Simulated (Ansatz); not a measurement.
Strain response of Ag

The calculation used Ansatz 0.2.0, DFT PBE, scalar-relativistic, plane waves, PAW. (420 eV cutoff, 24×24×12 k-mesh, Gaussian smearing of 0.10 eV, no spin polarisation)

The relaxed crystal:

```
CELL_PARAMETERS angstrom
2.93459 0.00000 0.00000
-1.46730 2.54143 0.00000
0.00000 0.00000 4.79791
ATOMIC_POSITIONS crystal
Ag 0.33333 0.66667 0.25000
Ag 0.66667 0.33333 0.75000
```

Deformation: uniaxial strain along a, with the lengths of b and c and the atoms relaxed and the angles held, all within the symmetry that the strain leaves. Energies are extrapolated to zero smearing. On this cell's mesh the reference holds a stress of up to 0.22 GPa.

```tsv
strain (%)	ΔE (meV/atom)	a (Å)	b (Å)	c (Å)
-3.0	4.5	2.847	2.941	4.839
-2.0	1.7	2.876	2.937	4.827
-1.0	0.3	2.905	2.933	4.817
+0.0	0.0	2.935	2.935	4.798
+1.0	0.5	2.964	2.923	4.797
+2.0	1.8	2.993	2.917	4.787
+3.0	3.5	3.023	2.912	4.776
```

Problem. What stiffness (1/V) d²E/dε² at zero strain does a cubic fit over all points give?

Solution. A cubic fit gives (1/V) d²E/dε² = 80 GPa at zero strain (Young's modulus along this axis, angles held).

Problem. How does the free axis b answer a small strain?

Solution. Between the innermost points its strain is -0.16 times the applied one.

This form isn't the element's structure at ambient conditions.